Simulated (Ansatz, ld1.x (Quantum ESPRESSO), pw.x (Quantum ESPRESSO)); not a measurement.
Re (Z = 75): does the RRKJ potential hold in the solid?

Re, norm-conserving RRKJ (Kleinman–Bylander form), made with ld1.x (Quantum ESPRESSO) 7.5 (PBE, scalar-relativistic). Core [Xe] 4f14, reference 5d5 6s2 6p0. Waves: 6s (bound): rc 2.60 bohr; 5d (bound): rc 1.45 bohr; 5f channel at 0.3 Ry: rc 3.45 bohr; 6p (bound, empty): rc 3.80 bohr. Local part: the p channel. Core correction: none. rho0 = 0.005.

Crystal test: diamond Re in pw.x 7.5, no spin, 8³ k-points, Fermi–Dirac smearing 0.01 Ry, cutoffs 110/440 Ry. The reference is all-electron LAPW (Ansatz 0.2.0) with the same functional, mesh and smearing; V0 and B0 come from Birch–Murnaghan fits to the pressures at five volumes. Errors are pseudo minus all-electron; Δ is the rms difference of the E(V) curves that follow from these fits, minima aligned, over ±6 % about the mean V0. Mesh and smearing are coarse, so the numbers serve the comparison and aren't converged zero-temperature values; the lattice is a test structure that the element need not adopt.

| V (Å³/atom) | P all-electron (GPa) | P pseudo (GPa) |
| --- | --- | --- |
| 21.456 | 9.93 | 16.78 |
| 22.020 | 4.57 | 11.02 |
| 22.585 | -0.13 | 5.94 |
| 23.150 | -4.26 | 1.47 |
| 23.714 | -7.88 | -2.47 |

All-electron: a0 = 5.652 Å (V0 = 22.57 Å³/atom), B0 = 176.6 GPa.

Pseudopotential: mean pressure error (GPa): +6.10; a0 (Å): 5.717; a0 error (%): +1.14; B0 error (%): -6.1; Δ (meV/atom): 29.3. The largest radius (3.80 bohr) exceeds half the bond length (2.31 bohr), so the spheres overlap, which is one possible source of error among others. This is a poor potential for the solid.

Question: At the middle volume, how do free energy and pressure move when the wave cutoff is lowered (ecutrho kept at four times it)?

Answer:

| cutoff (Ry) | shift of F (meV/atom) | shift of P (GPa) |
| --- | --- | --- |
| 50 | +557.3 | -7.98 |
| 66 | +119.2 | -4.49 |
| 88 | +2.4 | -0.01 |

Input at the middle volume:

```
&control
  calculation='scf', prefix='x', pseudo_dir='./', outdir='./tmp', tstress=.true., disk_io='low'
/
&system
  ibrav=0, nat=2, ntyp=1, ecutwfc=110, ecutrho=440, nbnd=15,
  occupations='smearing', smearing='fd', degauss=0.01
/
&electrons
  conv_thr=1e-09, mixing_beta=0.4, electron_maxstep=70
/
ATOMIC_SPECIES
Re 1.0 Re.UPF
CELL_PARAMETERS angstrom
  0.00000000 2.82665864 2.82665864
  2.82665864 0.00000000 2.82665864
  2.82665864 2.82665864 0.00000000
ATOMIC_POSITIONS crystal
Re 0.0000 0.0000 0.0000
Re 0.2500 0.2500 0.2500
K_POINTS automatic
8 8 8 0 0 0
```

```bash
pw.x < Re.scf.in > Re.scf.out
```

Lines of the output:

```
Message from routine setup:
     using ibrav=0 with symmetry is DISCOURAGED, use correct ibrav instead
     lattice parameter (alat)  =       7.5542  a.u.
     unit-cell volume          =     304.8223 (a.u.)^3
     number of electrons       =        14.00
     number of Kohn-Sham states=           15
     kinetic-energy cutoff     =     110.0000  Ry
     charge density cutoff     =     440.0000  Ry
     scf convergence threshold =      1.0E-09
     Exchange-correlation= PBE
     number of k points=    29  Fermi-Dirac smearing, width (Ry)=  0.0100
     iteration #  1     ecut=   110.00 Ry     beta= 0.40
     total energy              =     -44.08337664 Ry
     estimated scf accuracy    <       0.07222913 Ry
     iteration #  2     ecut=   110.00 Ry     beta= 0.40
     total energy              =     -44.08170616 Ry
     estimated scf accuracy    <       0.01703136 Ry
     iteration #  3     ecut=   110.00 Ry     beta= 0.40
     total energy              =     -44.08250982 Ry
     estimated scf accuracy    <       0.00110854 Ry
     iteration #  4     ecut=   110.00 Ry     beta= 0.40
     total energy              =     -44.08259290 Ry
     estimated scf accuracy    <       0.00001240 Ry
     iteration #  5     ecut=   110.00 Ry     beta= 0.40
     total energy              =     -44.08259448 Ry
     estimated scf accuracy    <       0.00000455 Ry
     iteration #  6     ecut=   110.00 Ry     beta= 0.40
     total energy              =     -44.08259476 Ry
     estimated scf accuracy    <       0.00000003 Ry
     iteration #  7     ecut=   110.00 Ry     beta= 0.40
     total energy              =     -44.08259476 Ry
     estimated scf accuracy    <       0.00000003 Ry
     iteration #  8     ecut=   110.00 Ry     beta= 0.40
     the Fermi energy is     9.6667 ev
!    total energy              =     -44.08259477 Ry
     estimated scf accuracy    <          1.2E-10 Ry
     smearing contrib. (-TS)   =      -0.00587907 Ry
     The total energy is F=E-TS. E is the sum of the following terms:
     one-electron contribution =      10.30685646 Ry
     hartree contribution      =       5.11083405 Ry
     xc contribution           =     -10.07989059 Ry
     ewald contribution        =     -49.41451560 Ry
     convergence has been achieved in   8 iterations
          total   stress  (Ry/bohr**3)                   (kbar)     P=       59.41
```

The run at the middle volume (29 k-points, 8 iterations) took about 46 s on one core of a shared host (Neoverse-V1, 32 threads, 247 GiB, load 24).
